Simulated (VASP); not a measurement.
# Co (I4/mmm) in VASP: further runs

The runs below take Co through single point, with PBEsol.

Program: VASP 6.6.1. These are calculated values, not measurements. Logs are shortened: lines on timing, memory, paths and dates and some standing lists are left out, and cuts for length are marked.

**1. The crystal as given**

The structure is tetragonal, space group I4/mmm (No. 139). Conventional cell: a = 2.407 Å, b = 2.407 Å, c = 7.812 Å, α = 90.00°, β = 90.00°, γ = 90.00°. Co (site symmetry 4mm) is surrounded by 9 Co at 2.21 to 2.41 Å.

The cell was built by a generator and needn't be a form met in nature.

**2. Single point, PBEsol, collinear spin, typed start**

File INCAR:

```
ALGO = Normal ; EDIFF = 1E-7
ENCUT = 520 ; GGA = PS
ISIF = 2 ; ISMEAR = 0
ISPIN = 2 ; LASPH = True
LCHARG = True ; LELF = True
LMAXMIX = 4 ; LORBIT = 11
LREAL = False ; LVHAR = True
LWAVE = False ; MAGMOM = 1.68 1.68
NBANDS = 20 ; NELM = 150
PREC = Accurate ; SIGMA = 0.1
```

File KPOINTS:

```
k-points
0
Gamma
  32 32 32
```

File POSCAR:

```
Co
1.0
   -1.2036189420      1.2036189420      3.9061583285
    1.2036189420     -1.2036189420      3.9061583285
    1.2036189420      1.2036189420     -3.9061583285
Co
2
Direct
    0.8585386661      0.8585386661      0.0000000000
    0.1414613339      0.1414613339      0.0000000000
```

Potentials or basis: VASP PAW PBE potentials, release 64 (Co).

Run with:

```sh
$ cat potpaw_PBE.64/Co/POTCAR > POTCAR
$ mpirun -np 1 vasp_std > vasp.out
```

OUTCAR:

```text
EDIFF = 1E-7
   ENCUT = 520
   GGA = PS
   ISIF = 2
   ISMEAR = 0
   ISPIN = 2
   LASPH = True
   LORBIT = 11
   LREAL = False
   NELM = 150
   PREC = Accurate

 ion  position               nearest neighbor table
   1  0.859  0.859  0.000-   2 2.21   2 2.40   2 2.40   2 2.40   2 2.40
   2  0.141  0.141  0.000-   1 2.21   1 2.40   1 2.40   1 2.40   1 2.40

  LATTYP: Found a body centered tetragonal cell.
 ALAT       =     2.4072378840
 C/A-ratio  =     3.2453446786

  Lattice vectors:

 A1 = (  -1.2036189420,   1.2036189420,   3.9061583285)
 A2 = (   1.2036189420,  -1.2036189420,   3.9061583285)
 A3 = (   1.2036189420,   1.2036189420,  -3.9061583285)

Analysis of symmetry for initial positions (statically):
=====================================================================
 Subroutine PRICEL returns:
 Original cell was already a primitive cell.

 Routine SETGRP: Setting up the symmetry group for a
 body centered tetragonal supercell.

 Subroutine GETGRP returns: Found 16 space group operations
 (whereof 16 operations were pure point group operations)
 out of a pool of 16 trial point group operations.

The static configuration has the point symmetry D_4h.

Analysis of symmetry for dynamics (positions and initial velocities):
=====================================================================
 Subroutine PRICEL returns:
 Original cell was already a primitive cell.

 Routine SETGRP: Setting up the symmetry group for a
 body centered tetragonal supercell.

 Subroutine GETGRP returns: Found 16 space group operations
 (whereof 16 operations were pure point group operations)
 out of a pool of 16 trial point group operations.

The dynamic configuration has the point symmetry D_4h.

Analysis of structural, dynamic, and magnetic symmetry:
=====================================================================
 Subroutine PRICEL returns:
 Original cell was already a primitive cell.

 Routine SETGRP: Setting up the symmetry group for a
 body centered tetragonal supercell.

 Subroutine GETGRP returns: Found 16 space group operations
 (whereof 16 operations were pure point group operations)
 out of a pool of 16 trial point group operations.

The overall configuration has the point symmetry D_4h.

 Subroutine INISYM returns: Found 16 space group operations
 (whereof 16 operations are pure point group operations),
 and found     1 'primitive' translations

----------------------------------------------------------------------------------------
[... 116 lines left out ...]
  Thomas-Fermi vector in A             =   2.626065
   LORBIT       =     11    0 simple, 1 ext, 2 COOP (PROOUT), +10 PAW based schemes
   GGA     = PS    functional components
   LHFCALC =     F    Hartree Fock is set to
   AEXX    =    0.0000 exact exchange contribution
   IVDW    =     0    specifies the selected vdW correction
   LEPSILON=     F    determine dielectric tensor
   LRPA    =     F    only Hartree local field effects (RPA)
 spin polarized calculation
 Gauss-broadening in eV      SIGMA  =   0.10
  energy-cutoff  :      520.00
  volume of cell :       22.64
 maximum number of plane-waves:       634
   NGX = 15   NGY = 15   NGZ = 15

 number of electron      18.0000004 magnetization       2.9949035

 Free energy of the ion-electron system (eV)
  ---------------------------------------------------
  ext. energy  EPLUGINS =         0.00000000
  ---------------------------------------------------
  free energy    TOTEN  =       -14.55456405 eV

  energy without entropy =      -14.54200184  energy(sigma->0) =      -14.54828294

 E-fermi :   9.4370     XC(G=0): -13.2411

 val. band max:        9.4367773307   @ k =  -0.1875   0.1875   0.1875
 cond. band min:       9.4373183474   @ k =  -0.3125  -0.3125   0.0312
 fundamental gap:      0.0005410167
 Fermi energy:         9.4369911948

 spin component 1

 k-point     1 :       0.0000    0.0000    0.0000
  band No.  band energies     occupation
      1       0.7789      1.00000
      2       4.9409      1.00000
      3       5.3827      1.00000
      4       6.2226      1.00000
      5       6.5594      1.00000
      6       7.7676      1.00000
[... 541 lines left out ...]
     19      34.7355      0.00000
     20      36.3781      0.00000

 [... further k-points ...]

 Fermi energy:         9.4369911948

 spin component 2

 k-point     1 :       0.0000    0.0000    0.0000
  band No.  band energies     occupation
      1       0.8886      1.00000
      2       5.8578      1.00000
      3       6.5807      1.00000
      4       7.5145      1.00000
      5       7.7807      1.00000
      6       9.3991      0.70378
[... 541 lines left out ...]
     19      34.8966      0.00000
     20      36.5750      0.00000

 [... further k-points ...]

------------------------ aborting loop because EDIFF is reached ----------------------------------------

  FORCE on cell =-STRESS in cart. coord.  units (eV):
  Direction    XX          YY          ZZ          XY          YZ          ZX
  --------------------------------------------------------------------------------------
  -------------------------------------------------------------------------------------
  Total       -0.0861669     -0.0861669     -0.1141182      0.0000000      0.0000000      0.0000000
  in kB       -6.0990621     -6.0990621     -8.0775090      0.0000000      0.0000000      0.0000000
  external PRESSURE =      -6.7585444 kB  Pullay stress =       0.0000000 kB

 VOLUME and BASIS-vectors are now :
 -----------------------------------------------------------------------------
  energy-cutoff  :      520.00
  volume of cell :       22.64
      direct lattice vectors                 reciprocal lattice vectors
    -1.203618942  1.203618942  3.906158329     0.000000000  0.415413868  0.128003004
     1.203618942 -1.203618942  3.906158329     0.415413868  0.000000000  0.128003004
     1.203618942  1.203618942 -3.906158329     0.415413868  0.415413868  0.000000000

 POSITION                                       TOTAL-FORCE (eV/Angst)
 -----------------------------------------------------------------------------------
      0.00000      0.00000      6.70718         0.000000      0.000000      0.002715
      0.00000      0.00000      1.10514        -0.000000     -0.000000     -0.002715
 -----------------------------------------------------------------------------------
    total drift:                                0.000000      0.000000     -0.000000

  FREE ENERGIE OF THE ION-ELECTRON SYSTEM (eV)
  ---------------------------------------------------
  free  energy   TOTEN  =       -14.5545640456 eV

  energy  without entropy=      -14.5420018379  energy(sigma->0) =      -14.54828294

 total charge

# of ion       s       p       d       tot
------------------------------------------
    1        0.513   0.506   7.323   8.341
    2        0.513   0.506   7.323   8.341
--------------------------------------------------
tot          1.025   1.012  14.645  16.683

 magnetization (x)

# of ion       s       p       d       tot
------------------------------------------
    1       -0.012  -0.029   1.538   1.498
    2       -0.012  -0.029   1.538   1.498
--------------------------------------------------
tot         -0.023  -0.058   3.076   2.995
```

OSZICAR:

```text
N       E                     dE             d eps       ncg     rms          rms(c)
DAV:   1     0.843581611655E+02    0.84358E+02   -0.77880E+03200488   0.117E+03
DAV:   2    -0.121250346559E+02   -0.96483E+02   -0.86591E+02193704   0.216E+02
DAV:   3    -0.167101297489E+02   -0.45851E+01   -0.43652E+01214068   0.569E+01
DAV:   4    -0.167789730916E+02   -0.68843E-01   -0.68784E-01234940   0.618E+00
DAV:   5    -0.167809630671E+02   -0.19900E-02   -0.19899E-02223440   0.100E+00    0.150E+01
DAV:   6    -0.150784363858E+02    0.17025E+01   -0.83957E+00214296   0.581E+01    0.733E+00
DAV:   7    -0.145767232029E+02    0.50171E+00   -0.14555E+00225540   0.219E+01    0.330E+00
DAV:   8    -0.145616773990E+02    0.15046E-01   -0.25087E-02248796   0.126E+00    0.188E+00
DAV:   9    -0.145553188752E+02    0.63585E-02   -0.44794E-03280100   0.823E-01    0.708E-01
DAV:  10    -0.145546577605E+02    0.66111E-03   -0.93903E-04241020   0.374E-01    0.251E-01
DAV:  11    -0.145545512900E+02    0.10647E-03   -0.17954E-04242664   0.180E-01    0.967E-02
DAV:  12    -0.145545660158E+02   -0.14726E-04   -0.28629E-05225520   0.658E-02    0.432E-02
DAV:  13    -0.145545644491E+02    0.15667E-05   -0.25675E-06260640   0.183E-02    0.702E-03
DAV:  14    -0.145545641118E+02    0.33731E-06   -0.49684E-07218020   0.104E-02    0.210E-03
DAV:  15    -0.145545640456E+02    0.66119E-07   -0.30215E-08110484   0.216E-03
   1 F= -.14554564E+02 E0= -.14548283E+02  d E =-.125622E-01  mag=     2.9948
```

stdout:

```text
POSCAR found type information on POSCAR Co
 POSCAR found :  1 types and       2 ions
 scaLAPACK will be used
 -----------------------------------------------------------------------------
|                                                                             |
|                                                                             |
|     You enforced a specific xc type in the INCAR file but a different       |
|     I HOPE YOU KNOW WHAT YOU ARE DOING!                                     |
|                                                                             |
 -----------------------------------------------------------------------------

 LDA part: xc-table for (Slater+PW92), standard interpolation
 POSCAR, INCAR and KPOINTS ok, starting setup
 FFT: planning ... GRIDC
 FFT: planning ... GRID_SOFT
 FFT: planning ... GRID
 WAVECAR not read
 entering main loop
```

It took 23 min on 1 thread of Intel Xeon Platinum 8559C (Emerald Rapids), shared host; peak memory 1.4 GiB.

What came out:

| Quantity | Value |
| --- | --- |
| Free energy | -14.5546 eV |
| Pressure | -0.7 GPa |
| Band gap on the k mesh | none (metal or under the smearing width) |
| Net moment | 2.99 μB per cell |
| Site moments | Co +1.50 μB |
| Valence electrons inside the program's atomic spheres | Co 8.34 |

Forces on the atoms (eV/Å):
```
Co   0.000  0.000  0.003
Co   0.000  0.000 -0.003
```

Caveat: the PAW data sets were made with another functional, which shifts forces and pressure a little.

**3. Single point, PBEsol, collinear spin, typed start**

This run uses another cell than the first one: it holds 4 atoms, not 2.

File INCAR:

```
PREC = Accurate
ENCUT = 520
EDIFF = 1E-6
ISMEAR = 0
SIGMA = 0.1
LREAL = F
LASPH = T
NELM = 150
ALGO = Fast
ISIF = 2
LWAVE = F
LCHARG = F
ISPIN = 2
MAGMOM = 3 3 3 3
LORBIT = 11
LMAXMIX = 4
GGA = PS
NBANDS = 30
```

File KPOINTS:

```
regular mesh
0
Gamma
  6 6 6
```

File POSCAR:

```
Co
1.0
    1.8880756888     -3.1999381528      0.0000000000
    1.8880756888      3.1999381528      0.0000000000
    0.0000000000      0.0000000000      3.7811743028
Co
4
Direct
    0.1525000000      0.8475000000      0.0785000000
    0.6525000000      0.3475000000      0.4215000000
    0.8475000000      0.1525000000      0.9215000000
    0.3475000000      0.6525000000      0.5785000000
```

Potentials or basis: VASP PAW PBE potentials, release 64 (Co).

Run with:

```sh
$ cat potpaw_PBE.64/Co/POTCAR > POTCAR
$ mpirun -np 1 vasp_std > vasp.out
```

Wall time 2 min (1 thread of Intel Xeon Platinum 8559C (Emerald Rapids), shared host); peak memory 0.22 GiB.

Results (log left out):

- Free energy: -27.7367 eV
- Pressure: 17.5 GPa
- Largest force: 0.631 eV/Å
- Band gap on the k mesh: none (metal or under the smearing width)
- Net moment: 6.15 μB per cell
- Site moments: Co +1.52 μB
- Valence electrons inside the program's atomic spheres: Co 8.49

Forces on the atoms (eV/Å):
```
Co   0.000 -0.619 -0.123
Co   0.000 -0.619  0.123
Co   0.000  0.619  0.123
Co   0.000  0.619 -0.123
```

Stress tensor (GPa, compression positive):
```
12.32  0.00  0.00
 0.00 28.36  0.00
 0.00  0.00 11.93
```

Levels at points of the mesh, in eV from the Fermi level:
Spin up:
| k point | band 18 | band 19 | band 20 | band 21 | band 22 | band 23 | band 24 | band 25 |
| --- | --- | --- | --- | --- | --- | --- | --- | --- |
| (0.00, 0.00, 0.00) | -0.75 | -0.67 | -0.17 | -0.10 | 3.19 | 6.05 | 6.29 | 6.35 |
| (0.50, 0.00, 0.00) | -1.18 | -0.73 | -0.73 | -0.12 | -0.12 | 4.92 | 4.92 | 6.03 |
| (0.50, 0.50, 0.00) | -0.82 | -0.76 | -0.52 | -0.19 | 0.17 | 1.32 | 6.97 | 7.73 |
| (0.00, 0.00, 0.50) | -1.24 | -0.54 | -0.54 | -0.35 | -0.35 | 8.78 | 8.78 | 9.28 |
| (0.50, 0.00, 0.50) | -0.82 | -0.59 | -0.59 | 0.08 | 0.08 | 1.69 | 1.69 | 4.93 |
| (0.50, 0.50, 0.50) | -0.80 | -0.55 | -0.55 | 0.21 | 0.21 | 1.97 | 1.97 | 6.42 |
Spin down:
```tsv
k point	band 11	band 12	band 13	band 14	band 15	band 16	band 17	band 18	band 19	band 20
(0.00, 0.00, 0.00)	-1.02	-0.88	-0.78	-0.49	-0.42	-0.24	0.13	1.02	1.18	1.49
(0.50, 0.00, 0.00)	-1.19	-1.19	-0.52	-0.52	0.27	0.27	0.49	0.49	0.89	0.89
(0.50, 0.50, 0.00)	-1.26	-0.64	-0.61	-0.10	0.09	0.52	0.81	0.83	0.94	1.25
(0.00, 0.00, 0.50)	-0.97	-0.97	-0.83	-0.83	-0.50	-0.50	0.36	0.36	1.23	1.23
(0.50, 0.00, 0.50)	-1.58	-1.58	-0.18	-0.18	0.25	0.25	0.58	0.58	1.12	1.12
(0.50, 0.50, 0.50)	-1.87	-1.87	-0.35	-0.35	-0.08	-0.08	0.69	0.69	1.16	1.16
```

Caveat: so large a pressure means that the cell lies far from this level's equilibrium, or that cutoff or potentials fall short; the potentials were made for another functional, which shifts forces and pressure.
